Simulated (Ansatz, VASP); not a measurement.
BaTiO3: equilibrium volume by level of theory

Space group Pm-3m (No. 221). a = 4.006 Å, b = 4.006 Å, c = 4.006 Å, α = 90.00°, β = 90.00°, γ = 90.00°
| atom | site | symmetry | x | y | z |
| --- | --- | --- | --- | --- | --- |
| Ba | 1b | m-3m | 0.5000 | 0.5000 | 0.5000 |
| Ti | 1a | m-3m | 0.0000 | 0.0000 | 0.0000 |
| O | 3d | 4/mm.m | 0.0000 | 0.0000 | 0.5000 |

```csv
rung,level,program and potentials,cutoff (eV),k mesh,smearing,task,equilibrium volume (Å³/atom),miss,notes
GGA,PBE,"Ansatz, Ansatz PAW",420,7 × 7 × 7,fermi-dirac 0.05,equation of state,12.99,+0.8 %,-
GGA,PBE,"Ansatz, Ansatz PAW (earlier soft set)",420,7 × 7 × 7,fermi-dirac 0.05,equation of state,12.99,+0.8 %,-
GGA,PBE,"Ansatz, all-electron LAPW, scalar-relativistic",-,7 × 7 × 7,fermi-dirac 0.05,equation of state,12.99,+0.8 %,-
GGA,PBE,"VASP, PBE PAW files Ba_sv, O, Ti_sv, 520 eV",520,7 × 7 × 7,fermi-dirac 0.05,equation of state,(a),?,-
meta-GGA,SCAN,"VASP, PBE PAW files Ba_sv, O, Ti_sv, 600 eV",600,7 × 7 × 7,gaussian 0.05,relaxation of cell and atoms,12.81,-0.6 %,potentials made for PBE
meta-GGA,r2SCAN,"Ansatz, Ansatz PAW",500,7 × 7 × 7,fermi-dirac 0.05,relaxation of cell and atoms,12.74,-1.2 %,"potentials made for PBE, which Ansatz adapts in part"
meta-GGA,r2SCAN,"VASP, PBE PAW files Ba_sv, O, Ti_sv, 600 eV",600,7 × 7 × 7,gaussian 0.05,relaxation of cell and atoms,(b),?,potentials made for PBE
meta-GGA + dispersion,r2SCAN+D4,"VASP, PBE PAW files Ba_sv, O, Ti_sv, 600 eV",600,7 × 7 × 7,gaussian 0.05,relaxation of cell and atoms,12.80,-0.7 %,potentials made for PBE
```

All rows: no spin polarisation. Smearing widths are in eV. Meshes are those of the run's cell of 5 atoms unless a note names another. Relaxations start from the cell shown or near it and stop with a little pressure left. Misses use the values as printed. Runs on faulty files, with rough fits or with known faults for this quantity aren't shown. No row holds spin-orbit coupling.

Measured: 12.89 Å³/atom (pmc:7004307, doi:10.1371/journal.pone.0228644). The runs are for a static lattice.

Task: Estimate the values left out from the other rows.

Result: (a) 13.13 Å³/atom, miss +1.9 %; (b) 12.87 Å³/atom, miss -0.2 %.
